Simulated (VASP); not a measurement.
# InAs (F-43m) in VASP: further runs

One crystal, InAs, is run at these levels: r2SCAN, LDA; tasks: relaxation of cell and atoms.

Everything below comes from runs of VASP 6.6.1. Logs are shortened: lines on timing, memory, paths and dates and some standing lists are left out, and cuts for length are marked.

## Step 1: The structure

It takes space group F-43m (No. 216, cubic). Conventional cell: a = 6.036 Å, b = 6.036 Å, c = 6.036 Å, α = 90.00°, β = 90.00°, γ = 90.00°. In (site symmetry -43m) is surrounded by 4 As at 2.61 Å. Around As (site symmetry -43m) lie 4 In at 2.61 Å.

## Step 2: Relaxation of cell and atoms, r2SCAN

The input, INCAR:

```
PREC = Accurate ; ENCUT = 600
EDIFF = 1E-6 ; ISMEAR = 0
SIGMA = 0.03 ; LREAL = F
LASPH = T ; NELM = 80
ALGO = Normal ; ISIF = 3
LWAVE = F ; LCHARG = F
METAGGA = R2SCAN ; LMIXTAU = T
IBRION = 2 ; NSW = 90
EDIFFG = -0.01
```

The input, KPOINTS:

```
regular mesh
0
Gamma
  10 10 10
```

The input, POSCAR:

```
InAs
1.0
    0.0000000000      3.0180000000      3.0180000000
    3.0180000000      0.0000000000      3.0180000000
    3.0180000000      3.0180000000      0.0000000000
In As
1 1
Direct
    0.0000000000      0.0000000000      0.0000000000
    0.2500000000      0.2500000000      0.2500000000
```

Potentials or basis: VASP PAW PBE potentials, release 64 (In_d, As).

Launch:

```bash
> cat potpaw_PBE.64/In_d/POTCAR potpaw_PBE.64/As/POTCAR > POTCAR
> mpirun -np 1 vasp_std > vasp.out
```

OUTCAR:

```text
PREC = Accurate
   ENCUT = 600
   EDIFF = 1E-6
   ISMEAR = 0
   LREAL = F
   LASPH = T
   NELM = 80
   ISIF = 3
   METAGGA = R2SCAN
   IBRION = 2
   NSW = 90
   EDIFFG = -0.01

 ion  position               nearest neighbor table
   1  0.000  0.000  0.000-   2 2.61   2 2.61   2 2.61   2 2.61
   2  0.250  0.250  0.250-   1 2.61   1 2.61   1 2.61   1 2.61

  LATTYP: Found a face centered cubic cell.
 ALAT       =     6.0360000000

  Lattice vectors:

 A1 = (   0.0000000000,   3.0180000000,   3.0180000000)
 A2 = (   3.0180000000,   0.0000000000,   3.0180000000)
 A3 = (   3.0180000000,   3.0180000000,   0.0000000000)

Analysis of symmetry for initial positions (statically):
=====================================================================
 Subroutine PRICEL returns:
 Original cell was already a primitive cell.

 Routine SETGRP: Setting up the symmetry group for a
 face centered cubic supercell.

 Subroutine GETGRP returns: Found 24 space group operations
 (whereof 24 operations were pure point group operations)
 out of a pool of 48 trial point group operations.

The static configuration has the point symmetry T_d .

Analysis of symmetry for dynamics (positions and initial velocities):
=====================================================================
 Subroutine PRICEL returns:
 Original cell was already a primitive cell.

 Routine SETGRP: Setting up the symmetry group for a
 face centered cubic supercell.

 Subroutine GETGRP returns: Found 24 space group operations
 (whereof 24 operations were pure point group operations)
 out of a pool of 48 trial point group operations.

The dynamic configuration has the point symmetry T_d .

 Subroutine INISYM returns: Found 24 space group operations
 (whereof 24 operations are pure point group operations),
 and found     1 'primitive' translations

----------------------------------------------------------------------------------------

                                     Primitive cell

  volume of cell :      54.9778

  direct lattice vectors                    reciprocal lattice vectors
     0.000000000  3.018000000  3.018000000    -0.165672631  0.165672631  0.165672631
     3.018000000  0.000000000  3.018000000     0.165672631 -0.165672631  0.165672631
     3.018000000  3.018000000  0.000000000     0.165672631  0.165672631 -0.165672631

  length of vectors
     4.268096531  4.268096531  4.268096531     0.286953414  0.286953414  0.286953414

  position of ions in fractional coordinates (direct lattice)
     0.000000000  0.000000000  0.000000000
     0.250000000  0.250000000  0.250000000

  ion indices of the primitive-cell ions
   primitive index   ion index
[... 71 lines left out ...]
   LASPH  =      T    aspherical Exc in radial PAW
   ENCUT  =  600.0 eV  44.10 Ry    6.64 a.u.   8.52  8.52  8.52*2*pi/ulx,y,z
   NELM   =     80;   NELMIN=  2; NELMDL= -5     # of ELM steps
   EDIFF  = 0.1E-05   stopping-criterion for ELM
   LREAL  =      F    real-space projection
   EDIFFG = -.1E-01   stopping-criterion for IOM
   NSW    =     90    number of steps for IOM
   IBRION =      2    ionic relax: 0-MD 1-quasi-New 2-CG
   NFREE  =      1    steps in history (QN), initial steepest desc. (CG)
   ISIF   =      3    stress and relaxation
   ISYM   =      2    0-nonsym 1-usesym 2-fastsym
   POTIM  = 0.5000    time-step for ionic-motion
   TEBEG  =    0.0;   TEEND  =   0.0 temperature during run
   PSTRESS=    0.0 pullay stress
   NELECT =      18.0000    total number of electrons
   NUPDOWN=      -1.0000    fix difference up-down
   EMIN   =  10.00;   EMAX   =-10.00  energy-range for DOS
   EFERMI =   0.00;   METHOD = LEGACY
   ISMEAR =     0;   SIGMA  =   0.03  broadening in eV -4-tet -1-fermi 0-gaus
   EFERMI_NEDOS =   21; number of points for ismear=-14 and -15
   IALGO  =     38    algorithm
   IMIX   =      4    mixing-type and parameters
     AMIX     =   0.40;   BMIX     =  1.00
     AMIX_MAG =   1.60;   BMIX_MAG =  1.00
  volume/ion in A,a.u.               =      27.49       185.50
  Fermi-wavevector in a.u.,A,eV,Ry     =   1.128331  2.132236 17.321990  1.273130
  Thomas-Fermi vector in A             =   2.265020
   LORBIT       =      0    0 simple, 1 ext, 2 COOP (PROOUT), +10 PAW based schemes
   METAGGA = R2SCAN    functional components
   LHFCALC =     F    Hartree Fock is set to
   AEXX    =    0.0000 exact exchange contribution
   IVDW    =     0    specifies the selected vdW correction
   LEPSILON=     F    determine dielectric tensor
   LRPA    =     F    only Hartree local field effects (RPA)
 conjugate gradient relaxation of ions
 non-spin polarized calculation
 Gauss-broadening in eV      SIGMA  =   0.03
  energy-cutoff  :      600.00
  volume of cell :       54.98
 maximum number of plane-waves:      1854
 NGX is ok and might be reduce to    36
   NGX = 17   NGY = 17   NGZ = 17

--------------------------------------- Ionic step        1  -------------------------------------------

 number of electron      18.0000003 magnetization

 Free energy of the ion-electron system (eV)
  ---------------------------------------------------
  ext. energy  EPLUGINS =         0.00000000
  ---------------------------------------------------
  free energy    TOTEN  =       -38.04826395 eV

  energy without entropy =      -38.04826395  energy(sigma->0) =      -38.04826395

 E-fermi :   4.4623     XC(G=0):  -9.6826

 val. band max:        4.3288245925   @ k =   0.0000   0.0000   0.0000
 cond. band min:       4.6091533556   @ k =   0.0000   0.0000   0.0000
 fundamental gap:      0.2803287631
 Fermi energy:         4.4622988606

 k-point     1 :       0.0000    0.0000    0.0000
  band No.  band energies     occupation
      1     -10.5312      2.00000
      2     -10.5312      2.00000
      3     -10.5312      2.00000
      4     -10.3807      2.00000
      5     -10.3807      2.00000
      6      -8.0084      2.00000
      7       4.3288      2.00000
      8       4.3288      2.00000
      9       4.3288      2.00000
     10       4.6092      0.00000
     11       8.6046      0.00000
     12       8.6046      0.00000
     13       8.6046      0.00000
[... 439 lines left out ...]
--------------------------------------- Ionic step        3  -------------------------------------------

 number of electron      18.0000001 magnetization

 Free energy of the ion-electron system (eV)
  ---------------------------------------------------
  ext. energy  EPLUGINS =         0.00000000
  ---------------------------------------------------
  free energy    TOTEN  =       -38.06212395 eV

  energy without entropy =      -38.06211303  energy(sigma->0) =      -38.06211849

 E-fermi :   4.0045     XC(G=0):  -9.5139

 val. band max:        3.9606337905   @ k =   0.0000   0.0000   0.0000
 cond. band min:       4.0378059775   @ k =   0.0000   0.0000   0.0000
 fundamental gap:      0.0771721870
 Fermi energy:         4.0044791275

 k-point     1 :       0.0000    0.0000    0.0000
  band No.  band energies     occupation
      1     -10.8307      2.00000
      2     -10.8307      2.00000
      3     -10.8307      2.00000
      4     -10.6966      2.00000
      5     -10.6966      2.00000
      6      -8.1364      2.00000
      7       3.9606      1.96129
      8       3.9606      1.96129
      9       3.9606      1.96126
     10       4.0378      0.11617
     11       8.2170      0.00000
     12       8.2170      0.00000
     13       8.2170      0.00000
[... 397 lines left out ...]
  FREE ENERGIE OF THE ION-ELECTRON SYSTEM (eV)
  ---------------------------------------------------
  free  energy   TOTEN  =       -38.0621239495 eV

  energy  without entropy=      -38.0621130271  energy(sigma->0) =      -38.06211849

 reached required accuracy - stopping structural energy minimisation
```

Run time: 4.7 min. Hardware: 1 thread of Intel Xeon Platinum 8488C (Sapphire Rapids), shared host; peak memory 0.26 GiB.

Results:

```
Free energy                            : -38.0621 eV
Relaxed volume                         : 28.52 Å³/atom
Relaxed cell                           : a = 4.321 Å, b = 4.321 Å, c = 4.321 Å, α = 60.00°, β = 60.00°, γ = 60.00°
Space group after relaxing (to 0.05 Å) : F-43m (No. 216)
Energy gained by relaxing              : 6.9 meV/atom
Ionic steps                            : 3
Pressure after relaxing                : 0.0 GPa
Band gap on the k mesh                 : 0.08 eV, direct
```

The path:
```
step  energy change (eV)  largest force (eV/Å)  pressure (GPa)  volume (Å³)
   1              0.0000                0.0000            2.29        54.98
   2             -0.0100                0.0000           -1.84        58.16
   3             -0.0139                0.0000           -0.03        57.03
```

Final structure:
```cif
data_structure
_symmetry_space_group_name_H-M 'P 1'
_symmetry_Int_Tables_number 1
_cell_length_a 4.3206
_cell_length_b 4.3206
_cell_length_c 4.3206
_cell_angle_alpha 60.000
_cell_angle_beta 60.000
_cell_angle_gamma 60.000
_cell_volume 57.03
loop_
_atom_site_label
_atom_site_type_symbol
_atom_site_fract_x
_atom_site_fract_y
_atom_site_fract_z
_atom_site_occupancy
In1 In 0.00000 0.00000 0.00000 1
As1 As 0.25000 0.25000 0.25000 1
```

Caveat: the PAW data sets were made with another functional, which shifts forces and pressure a little; spin-orbit coupling is left out, which moves the levels of the heavy elements. Zero-point motion and thermal expansion aren't in these numbers.

## Step 3: Relaxation of cell and atoms, r2SCAN

This run uses another cell than the first one, of 28.52 Å³/atom, 1.037 times its volume.

The input, INCAR:

```
PREC = Accurate ; ENCUT = 600
EDIFF = 1E-7 ; ISMEAR = 0
SIGMA = 0.03 ; LREAL = F
LASPH = T ; NELM = 80
ALGO = Normal ; ISIF = 3
LWAVE = F ; LCHARG = F
METAGGA = R2SCAN ; LMIXTAU = T
IBRION = 2 ; NSW = 90
EDIFFG = -0.005
```

KPOINTS is that of step 2.

The input, POSCAR:

```
InAs                                    
1.0
    0.0000000000      3.0551307112      3.0551307112
    3.0551307112      0.0000000000      3.0551307112
    3.0551307112      3.0551307112      0.0000000000
  In              As            
     1     1
Direct
     0.0000000000000000    0.0000000000000000    0.0000000000000000
     0.2500000000000000    0.2500000000000000    0.2500000000000000
```

Potentials or basis: VASP PAW PBE potentials, release 64 (In_d, As).

Launch:

```bash
> cat potpaw_PBE.64/In_d/POTCAR potpaw_PBE.64/As/POTCAR > POTCAR
> mpirun -np 1 vasp_std > vasp.out
```

Run time: 2 min. Hardware: 1 thread of Intel Xeon Platinum 8488C (Sapphire Rapids), shared host; peak memory 0.24 GiB.

The run converged. Its results:

| Quantity | Value |
| --- | --- |
| Free energy | -38.0625 eV |
| Pressure after relaxing | 0.0 GPa |
| Band gap on the k mesh | 0.08 eV, direct |

Final structure:
```
In As
1.0
     0.00000    3.05513    3.05513
     3.05513    0.00000    3.05513
     3.05513    3.05513    0.00000
In As
1 1
Cartesian
  0.0000 0.0000 0.0000
  1.5276 1.5276 1.5276
```

Levels at points of the mesh, in eV from the valence-band top:
| k point | band 7 | band 8 | band 9 | band 10 | band 11 | band 12 |
| --- | --- | --- | --- | --- | --- | --- |
| (0.00, 0.00, 0.00) | 0.00 | 0.00 | 0.00 | 0.08 | 4.26 | 4.26 |
| (0.50, 0.00, 0.00) | -5.72 | -0.97 | -0.97 | 1.25 | 5.03 | 5.03 |
| (0.50, 0.50, 0.00) | -5.80 | -2.29 | -2.29 | 1.87 | 2.34 | 9.62 |

Caveat: the relaxation stopped at its first step, so nothing moved; the PAW data sets were made with another functional, which shifts forces and pressure a little; spin-orbit coupling is left out, which moves the levels of the heavy elements. r2SCAN opens gaps a little over a GGA but as a rule still falls short of measured ones.

(Continued in part 2 of 2.)
